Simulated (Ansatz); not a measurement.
Runs of Ansatz 0.2.0 on Sb. The structure is cubic, space group Fm-3m (No. 225). Conventional cell: a = 4.742 Å, b = 4.742 Å, c = 4.742 Å, α = 90.00°, β = 90.00°, γ = 90.00°. Sb (site symmetry m-3m) is surrounded by 12 Sb at 3.35 Å. This isn't the form of Sb at room conditions, which is rhombohedral.

```csv
level,share of exact exchange,gap on the mesh (eV),pressure (GPa)
r2SCAN0 form with a typed share of exact exchange,0.15,none,-0.1
r2SCAN0 form with a typed share of exact exchange,0.5,none,(a)
r2SCAN0 form with a typed share of exact exchange,0.35,none,-1.5
r2SCAN0 form with a typed share of exact exchange,0.1,none,(b)
r2SCAN0 form with a typed share of exact exchange,0,none,1.3
r2SCAN0,0.25,none,-0.8
```

Alike in all rows: task single point; potentials or basis Ansatz PAW; no spin polarisation; cell as given; k mesh 6 × 6 × 6; cutoff (eV) 500; smearing fermi-dirac 0.05 eV; the mesh is coarse, so values aren't converged.

Problem. Estimate the missing entries.

Solution. (a) -2.5; (b) 0.3.

Caveats: all runs use coarse meshes; the PAW data sets come from PBE, with cores solved anew for the run's functional, which leaves a small shift of forces and pressure; the thresholds are loose for stress (some runs).

A k mesh can miss the band edges, and the runs leave out spin-orbit coupling on Sb.

A gap of «none» marks a metal or a gap under the smearing width.
